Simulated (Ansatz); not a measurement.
# GdN: how the settings move a single-point run

How sensitive is a single-point run of GdN to its settings? A reference run comes first, then two runs with altered input.

Program: Ansatz 0.2.0. Level of theory: reference: DFT, PBE, all-electron LAPW, scalar-relativistic. These are calculated values, not measurements.

## (1) The starting structure

It takes space group Fm-3m (No. 225, cubic). Conventional cell: a = 5.048 Å, b = 5.048 Å, c = 5.048 Å, α = 90.00°, β = 90.00°, γ = 90.00°. Gd (site symmetry m-3m) is surrounded by 6 N at 2.52 Å. N (site symmetry m-3m) is surrounded by 6 Gd at 2.52 Å.

As a file:

```
CELL_PARAMETERS angstrom
0.00000 2.52425 2.52425
2.52425 0.00000 2.52425
2.52425 2.52425 0.00000
ATOMIC_POSITIONS crystal
Gd 0.00000 0.00000 0.00000
N 0.50000 0.50000 0.50000
```

## (2) Baseline

Input file input.yaml:

```yaml
crystal:
  lattice:
    - [0.0, 2.5242491343, 2.5242491343]
    - [2.5242491343, 0.0, 2.5242491343]
    - [2.5242491343, 2.5242491343, 0.0]
  atoms:
    - { symbol: Gd, position: [0.0, 0.0, 0.0], spin: 7.0 }
    - { symbol: "N", position: [0.5, 0.5, 0.5] }
magnetization:
  spin_polarized: true
kpoints:
  mp_grid: { grid: [13, 13, 13] }
scf:
  occupations: { method: fermi_dirac, width: 0.05 }
hamiltonian:
  xc: pbe
  pseudopotentials: { kind: all_electron, lapw: { basis_error: 0.0005 } }
output:
  forces: true
  stress: true
  eigenvalues: true
```

On the command line:

```sh
> ansatz run input.yaml --threads 1 --pin off --max-ram 3072MiB --backend cpu --events-out ev --progress --plain --runs-dir out
```

## (3) Changed: mp_grid.grid [6, 6, 6]

input.yaml, as its differences from that of step 2:

```diff
@@ -11,3 +11,3 @@
 kpoints:
-  mp_grid: { grid: [13, 13, 13] }
+  mp_grid: { grid: [6, 6, 6] }
 scf:
```

## (4) Changed: starting moments, mp_grid.shift [0.5, 0.5, 0.5], xc lda

Input file input.yaml:

```yaml
crystal:
  lattice:
    - [0.0, 2.5242491343, 2.5242491343]
    - [2.5242491343, 0.0, 2.5242491343]
    - [2.5242491343, 2.5242491343, 0.0]
  atoms:
    - { symbol: Gd, position: [0.0, 0.0, 0.0], spin: 1.0 }
    - { symbol: "N", position: [0.5, 0.5, 0.5], spin: 2.0 }
magnetization:
  spin_polarized: true
kpoints:
  mp_grid: { grid: [13, 13, 13], shift: [0.5, 0.5, 0.5] }
scf:
  occupations: { method: fermi_dirac, width: 0.05 }
hamiltonian:
  xc: lda
  pseudopotentials: { kind: all_electron, lapw: { basis_error: 0.0005 } }
output:
  forces: true
  stress: true
  eigenvalues: true
```

Q: Predict the outcome of this session. Wanted: for each run, ending; energy change; pressure; abs. moment; force.

The runs gave:

| run | ending | energy change | pressure (GPa) | abs. moment (μB) | force (eV/Å) | cycles | time |
| --- | --- | --- | --- | --- | --- | --- | --- |
| reference | converged | 0 | -5.2 | 7.19 | 0.00 | 13 | 67 s |
| 1: mp_grid.grid [6, 6, 6] | converged | +2.7 meV/atom | -5.1 | 7.18 | 0.00 | 13 | 19 s |
| 2: starting moments, mp_grid.shift [0.5, 0.5, 0.5], xc lda | converged | not comparable | -14.0 | 7.15 | 0.00 | 10 | 2.2 min |

Residual by cycle in the longest SCF loop of each run; runs are numbered as in the table. The quantity is the density residual dr2, in eV.

```csv
cycle,reference,run 1,run 2
1,5.76,5.77,2.35
2,0.0436,0.0434,1.22
3,0.219,0.221,0.326
4,0.0391,0.0399,0.0319
5,0.0022,0.00201,0.00601
6,0.00141,0.00657,9.8e-4
8,1.3e-4,0.00157,6.7e-6
9,1.4e-5,2.9e-4,4.1e-7
10,3.4e-6,3.4e-6,8.2e-8
11,5.1e-7,4.4e-7,-
12,1.0e-8,1.0e-7,-
13,7.5e-9,3.7e-9,-
```

**Reading.** «mp_grid.grid [6, 6, 6]» moves the energy by +2.7 meV/atom. Of the variants the dearest is «starting moments, mp_grid.shift [0.5, 0.5, 0.5], xc lda» (2.2 min), the cheapest «mp_grid.grid [6, 6, 6]» (19 s), on a shared host.
